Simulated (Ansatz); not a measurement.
Rh, DFT, LDA, all-electron LAPW, scalar-relativistic (Ansatz 0.2.0), run on 1 thread of Intel(R) Xeon(R) 6975P-C (Granite Rapids) on a shared host.

The cell is the one relaxed in the Materials Project (mp-74), not relaxed further here; entries there can be hypothetical. The listed cell was then made from it by scaling, straining or moving an atom.

Command: `ansatz run input.yaml --threads 1 --pin off --max-ram 2048MiB --backend cpu --events-out ev --progress --plain --runs-dir out`

```yaml
crystal:
  lattice:
    - [0.0761194435, 1.9410458082, 1.9410458082]
    - [1.9410458082, 0.0761194435, 1.9410458082]
    - [1.9410458082, 1.9410458082, 0.0761194435]
  atoms:
    - { symbol: Rh, position: [0.0, 0.0, 0.0] }
kpoints:
  mp_grid: { grid: [18, 18, 18] }
scf:
  occupations: { method: fermi_dirac, width: 0.05 }
hamiltonian:
  xc: lda
  pseudopotentials: { kind: all_electron, lapw: { basis_error: 0.0005 } }
output:
  forces: true
  stress: true
  eigenvalues: true
```

How large is the problem that the program sets up?

580 irreducible k-points, 169 plane waves at Γ, 18 bands.

About how long does it take?

25 s of wall time for 6 SCF iterations. Times on shared machines scatter by tens of per cent.

And the same cell and mesh by PAW with the default files, asked for forces, stress, eigenvalues, efg, on the same hardware?

3.7 s.

And the same cell and mesh by all-electron PAW (datasets made for this crystal), asked for forces, stress, eigenvalues, efg, on the same hardware?

14 s.
